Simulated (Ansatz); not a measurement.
Crystal: RbBr.

```
CELL_PARAMETERS angstrom
0.00000 3.42700 3.42700
3.42700 0.00000 3.42700
3.42700 3.42700 0.00000
ATOMIC_POSITIONS crystal
Rb 0.00000 0.00000 0.00000
Br 0.50000 0.50000 0.50000
```

Base run:

```yaml
Program: Ansatz 0.2.0
Functional: PBEsol
Potentials_or_basis: all-electron LAPW, non-relativistic
Cutoff: 119 eV (chosen from the basis error)
Basis_error_allowed: 0.001 eV/atom
k_mesh: 7 × 7 × 7
Occupations: fermi-dirac, width 0.05 eV
Spin: no spin polarisation
```

Its results: band gap on the k mesh 4.50 eV, direct; pressure 0.1 GPa.

Question: The run is repeated on the same cell with these changes: potentials or basis from all-electron LAPW, non-relativistic to all-electron PAW datasets made for the crystal. What comes out?

Answer: Band gap on the k mesh 4.21 eV, direct; pressure -0.1 GPa.

Caveats: relativity is left out, which matters for the heavier elements (some runs).

The runs don't all hold the same shells in valence.
